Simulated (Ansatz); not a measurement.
The system is ZnS (Wurtzite-6H).

```
Zn S
1.0
     3.81200    0.00000    0.00000
    -1.90600    3.30129    0.00000
     0.00000    0.00000   18.68999
Zn S
6 6
Cartesian
  0.0000 2.2009 15.5749
  1.9060 1.1004 6.2299
  1.9060 1.1004 12.4601
  0.0000 2.2009 3.1151
  0.0000 0.0000 9.3450
  0.0000 0.0000 0.0000
  0.0000 2.2009 17.9112
  1.9060 1.1004 8.5662
  1.9060 1.1004 14.7963
  0.0000 2.2009 5.4513
  0.0000 0.0000 11.6812
  0.0000 0.0000 2.3362
```

Base run:

- Program: Ansatz 0.2.0
- Functional: PBEsol
- Potentials or basis: Ansatz PAW
- Cutoff: 420 eV (not typed: the program's choice for these potentials)
- k mesh: 8 × 8 × 2
- Occupations: fermi-dirac, width 0.05 eV
- Spin: no spin polarisation

Its results: band gap on the k mesh 2.02 eV, direct; pressure -1.5 GPa; largest force 0.027 eV/Å.

Problem. After a change of settings the same cell gave: band gap on the k mesh 1.91 eV, direct; pressure -4.1 GPa; largest force 0.028 eV/Å. Which change was it?
A. functional from PBEsol to LDA
B. functional from PBEsol to revPBE
C. functional from PBEsol to RPBE

Solution. A.

LDA binds more tightly than PBEsol, so the same cell stands under less pressure.

Caveats: the cell's inner coordinates are idealised or old, which leaves forces on the atoms; the PAW data sets come from PBE, with cores solved anew for the run's functional, which leaves a small shift of forces and pressure.
